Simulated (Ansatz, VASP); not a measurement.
**WSe2: VASP beside Ansatz**

Wanted: the spread between two codes on one cell, functional and k mesh. The cell is taken from a series of runs on this material, whose earlier steps may have relaxed, scaled, displaced or heated it; both programs get it as it stands.

Method: plane waves, with VASP 6.6.1 beside it; single point at HSE06, in Ansatz 0.2.0.

## 1. Set-up

The cell holds 6 atoms: 4 Se and 2 W. Its edges and angles: a = 3.236 Å, b = 3.236 Å, c = 42.300 Å, α = 90.0°, β = 90.0°, γ = 120.0°. It derives from WSe2. Vacuum lies along c.

Structure file:

```
Se W
1.0
     3.23563    0.00000    0.00000
    -1.61782    2.80214    0.00000
     0.00000    0.00000   42.30000
Se W
4 2
Direct
  0.33333 0.66667 0.38686
  0.33333 0.66667 0.46633
  0.66667 0.33333 0.53367
  0.66667 0.33333 0.61314
  0.66667 0.33333 0.42659
  0.33333 0.66667 0.57341
```

## 2. VASP: single point, HSE06

With cell and atoms fixed, the geometry can't cause a difference; cores, projectors, grids and the points listed under the comparison can.

Lines of VASP's logs that name or quote its potential files are left out, and so is its time.

The run reads the wave functions of an earlier VASP run, which isn't shown here.

INCAR

```
SYSTEM = WSe2
PREC = Accurate
ENCUT = 400
EDIFF = 1E-06
NELM = 100
ISMEAR = 0
SIGMA = 0.01
LREAL = .FALSE.
ALGO = Normal
LHFCALC = .TRUE.
AEXX = 0.25
GGA = PE
HFSCREEN = 0.208
LASPH = .TRUE.
NBANDS = 24
PRECFOCK = Fast
LORBIT = 11
LWAVE = .FALSE.
LCHARG = .FALSE.
ISIF = 2
LDIPOL = .TRUE.
IDIPOL = 3
DIPOL = 0.5 0.5 0.5
LVHAR = .TRUE.
```

POSCAR

```
WSe2
1.0
    3.2356349144      0.0000000000      0.0000000000
   -1.6178174572      2.8021420333      0.0000000000
    0.0000000000      0.0000000000     42.3000000000
Se W
4 2
Direct
    0.3333333333      0.6666666667      0.3868597119
    0.3333333333      0.6666666667      0.4663329842
    0.6666666667      0.3333333333      0.5336670158
    0.6666666667      0.3333333333      0.6131402881
    0.6666666667      0.3333333333      0.4265890927
    0.3333333333      0.6666666667      0.5734109073
```

KPOINTS

```
Automatic mesh
0
Gamma
6 6 1
0 0 0
```

Potentials, in the order of the species: Se and W (PBE family, release 64).

Launch:

```bash
$ export OMP_NUM_THREADS=3
$ mpirun -np 1 vasp_std
```

Numbers of over 12 decimals in the logs are rounded to 6 here.

The log of the run:

```text
[banner, memory and clock lines left out]
running    1 mpi-ranks, on    1 nodes
 distrk:  each k-point on    1 cores,    1 groups
 distr:  one band on    1 cores,    1 groups
 Offloading initialized ...    1 GPUs detected
 POSCAR found type information on POSCAR SeW
 POSCAR found :  2 types and       6 ions
 LDA part: xc-table for (Slater+PW92), standard interpolation
 found WAVECAR, reading the header
 POSCAR, INCAR and KPOINTS ok, starting setup
 FFT: planning ... GRIDC
 FFT: planning ... GRID_SOFT
 FFT: planning ... GRID
 reading WAVECAR
 the WAVECAR file was read successfully
 initial charge from wavefunction
 entering main loop
       N       E                     dE             d eps       ncg     rms          rms(c)
DAV:   1    -0.516914571977E+02   -0.51691E+02   -0.22586E+00   344   0.154E+01    0.118E+01
DAV:   2    -0.516832393447E+02    0.82179E-02   -0.62448E-02   360   0.141E+00    0.688E+00
DAV:   3    -0.516814105876E+02    0.18288E-02   -0.19250E-02   416   0.713E-01    0.397E+00
DAV:   4    -0.516796294420E+02    0.17811E-02   -0.27194E-03   408   0.309E-01    0.240E+00
DAV:   5    -0.516794286347E+02    0.20081E-03   -0.18220E-03   448   0.197E-01    0.142E+00
DAV:   6    -0.516793572058E+02    0.71429E-04   -0.23064E-04   424   0.104E-01    0.789E-01
DAV:   7    -0.516793468763E+02    0.10329E-04   -0.86371E-05   464   0.496E-02    0.454E-01
DAV:   8    -0.516793453467E+02    0.15296E-05   -0.11385E-05   440   0.205E-02    0.275E-01
DAV:   9    -0.516793467778E+02   -0.14311E-05   -0.59319E-06   448   0.122E-02    0.165E-01
DAV:  10    -0.516793483365E+02   -0.15586E-05   -0.81962E-07   304   0.610E-03    0.955E-02
DAV:  11    -0.516793493494E+02   -0.10129E-05   -0.37019E-07   280   0.363E-03    0.568E-02
DAV:  12    -0.516793499684E+02   -0.61900E-06   -0.13595E-07   256   0.224E-03
   1 F= -.51679350E+02 E0= -.51679350E+02  d E =-.273414E-42
```

Parts of OUTCAR (step 2):

```text
ion  position               nearest neighbor table
   1  0.333  0.667  0.387-   5 2.51   5 2.51   5 2.51
   2  0.333  0.667  0.466-   5 2.51   5 2.51   5 2.51
   3  0.667  0.333  0.534-   6 2.51   6 2.51   6 2.51
   4  0.667  0.333  0.613-   6 2.51   6 2.51   6 2.51
   5  0.667  0.333  0.427-   1 2.51   1 2.51   1 2.51   2 2.51   2 2.51   2 2.51
   6  0.333  0.667  0.573-   4 2.51   4 2.51   4 2.51   3 2.51   3 2.51   3 2.51

  LATTYP: Found a hexagonal cell.
 ALAT       =     3.2356349144
 C/A-ratio  =    13.0731683639

 Subroutine GETGRP returns: Found 12 space group operations
 (whereof 12 operations were pure point group operations)

The static configuration has the point symmetry D_3d.

 Found      7 irreducible k-points:

   k-points           NKPTS =      7   k-points in BZ     NKDIM =     36   number of bands    NBANDS=     24

   dimension x,y,z NGX =    24 NGY =   24 NGZ =  280
   dimension x,y,z NGXF=    48 NGYF=   48 NGZF=  560

   ENCUT  =  400.0 eV  29.40 Ry    5.42 a.u.   5.28  5.28 68.98*2*pi/ulx,y,z

   NELECT =      36.0000    total number of electrons

 k-points in reciprocal lattice and weights: Automatic mesh
   0.00000000  0.00000000  0.00000000       0.028
   0.16666667  0.00000000  0.00000000       0.167
   0.33333333  0.00000000  0.00000000       0.167
   0.50000000  0.00000000  0.00000000       0.083
   0.16666667  0.16666667  0.00000000       0.167
   0.33333333  0.16666667  0.00000000       0.333
   0.33333333  0.33333333  0.00000000       0.056

  exchange ACFDT corr.  =         0.00000000  see jH, gK, PRB 81, 115126

 dipolmoment           0.000000      0.000000     -0.000000 electrons x Angstroem

 average (electrostatic) potential at core
       1 -56.5476       2 -56.5795       3 -56.5795       4 -56.5476       5 -43.4054
       6 -43.4054

 E-fermi :  -1.9277

 k-point     1 :       0.0000    0.0000    0.0000
  band No.  band energies     occupation
    ...
     14      -3.5570      2.00000
     15      -3.4990      2.00000
     16      -3.4990      2.00000
     17      -3.0741      2.00000
     18      -2.0222      2.00000
     19       1.4645      0.00000
     20       1.4645      0.00000
     21       1.5774      0.00000
     22       1.5774      0.00000
     23       1.6641      0.00000
    ...

 k-point     2 :       0.1667    0.0000    0.0000
  band No.  band energies     occupation
    ...
     14      -4.1992      2.00000
     15      -3.9565      2.00000
     16      -3.6187      2.00000
     17      -3.1526      2.00000
     18      -2.7596      2.00000
     19       0.4226      0.00000
     20       0.7321      0.00000
     21       1.0272      0.00000
     22       1.0615      0.00000
     23       1.2982      0.00000
    ...

 k-point     3 :       0.3333    0.0000    0.0000
  band No.  band energies     occupation
    ...
     14      -4.4449      2.00000
     15      -3.8779      2.00000
     16      -3.6783      2.00000
     17      -3.6401      2.00000
     18      -3.4893      2.00000
     19       0.3082      0.00000
     20       0.6843      0.00000
     21       0.7629      0.00000
     22       0.8538      0.00000
     23       1.6419      0.00000
    ...

  Total        2.1619078      2.1619078      0.1255399      0.0000000      0.0000000     -0.0000000
  in kB        9.0314549      9.0314549      0.5244480      0.0000000      0.0000000     -0.0000000
  external PRESSURE =       6.1957859 kB  Pullay stress =       0.0000000 kB

  energy-cutoff  :      400.00
  volume of cell :      383.52
      direct lattice vectors                 reciprocal lattice vectors
     3.235634914  0.000000000  0.000000000     0.309058354  0.178434924 -0.000000000
    -1.617817457  2.802142033  0.000000000     0.000000000  0.356869847  0.000000000
     0.000000000  0.000000000 42.300000000     0.000000000 -0.000000000  0.023640662

 POSITION                                       TOTAL-FORCE (eV/Angst)
 -----------------------------------------------------------------------------------
     -0.00000      1.86809     16.36417         0.000000     -0.000000      0.200206
     -0.00000      1.86809     19.72589         0.000000     -0.000000     -0.496580
      1.61782      0.93405     22.57411        -0.000000      0.000000      0.496580
      1.61782      0.93405     25.93583        -0.000000      0.000000     -0.200206
      1.61782      0.93405     18.04472        -0.000000      0.000000     -0.106254
     -0.00000      1.86809     24.25528        -0.000000     -0.000000      0.106254
 -----------------------------------------------------------------------------------
    total drift:                                0.000000     -0.000000     -0.000020

  FREE ENERGIE OF THE ION-ELECTRON SYSTEM (eV)
  ---------------------------------------------------
  free  energy   TOTEN  =       -51.6793499684 eV

  energy  without entropy=      -51.6793499684  energy(sigma->0) =      -51.67934997

 vacuum level on the upper side and lower side of the slab         3.186         3.186

 total charge
# of ion       s       p       d       tot
------------------------------------------
    1        1.488   2.401   0.075   3.964
    2        1.492   2.399   0.078   3.969
    3        1.492   2.399   0.078   3.969
    4        1.488   2.401   0.075   3.964
    5        0.629   0.673   4.448   5.750
    6        0.629   0.673   4.448   5.750
--------------------------------------------------
tot          7.219  10.945   9.201  27.365

[... 3 further parts left out ...]
```

This run has no spin polarisation, so a moment on W, if there is one, isn't seen. The data set W keeps the semicore shell frozen, which is cheaper and a little less accurate.

(Part 1 of 2 ends here.)

[Lines on the potential files, build, host, timing and source positions are cut from VASP's logs without a mark.]

[Logs are printed without paths, hosts, clocks, repeated set-up lines and the standing remarks that a program may print on its own settings, such as how far it seeks lower states.]

[Hosts, paths, dates, database ids (printed as entryN), source tags and the programs' standing remarks are cut or masked in the printed files.]
